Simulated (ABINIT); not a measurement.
# BAs: equation of state with PW91

**What was measured.**

From “Basic Physical Properties of Cubic Boron Arsenide”, 2019, arxiv:1911.11281, for a bulk crystal of BAs: bulk modulus 148 GPa.

The system is BAs.

```
As B
1.0
     0.00000    2.38850    2.38850
     2.38850    0.00000    2.38850
     2.38850    2.38850    0.00000
As B
1 1
Direct
  0.75000 0.75000 0.75000
  0.00000 0.00000 0.00000
```

| Property | Result |
| --- | --- |
| Program | ABINIT 10.8.3 (patched build) |
| Task | equation of state |
| Functional | PW91 |
| Potentials or basis | JTH PAW PBE v2.0 |
| Cutoff | 408 eV |
| k mesh | 10 × 10 × 10 |
| Occupations | fermi-dirac, width 0.05 eV |
| Spin | no spin polarisation |
| Fine-grid cutoff | 816.342 eV |
| Exchange and correlation inside the PAW spheres | full angular mesh (pawxcdev 0, this build's default; the released program takes 1) |

- Equilibrium volume: 13.90 Å³/atom
- Bulk modulus: 132 GPa
- Pressure derivative of the bulk modulus: 4.1

Energy against volume, from the lowest point:
| volume (Å³/atom) | energy (meV/atom) |
| --- | --- |
| 12.809 | 40.52 |
| 13.081 | 22.04 |
| 13.354 | 9.48 |
| 13.626 | 2.30 |
| 13.899 | 0.00 |
| 14.171 | 2.05 |
| 14.444 | 8.11 |

Run time: 71 s on 1 thread of Arm Neoverse V2 (shared host), peak memory 0.13 GiB.

Measured bulk modulus of BAs: 148 GPa (quoted in “Basic Physical Properties of Cubic Boron Arsenide”, 2019, arxiv:1911.11281). This calculation gives 132 GPa (-11.1 %). The fit is for a static lattice scaled at fixed shape and fixed fractional positions.

Caveat: pressures at fixed basis lie under the slope of the energies; the PAW data sets were made with another functional, which shifts forces and pressure a little.
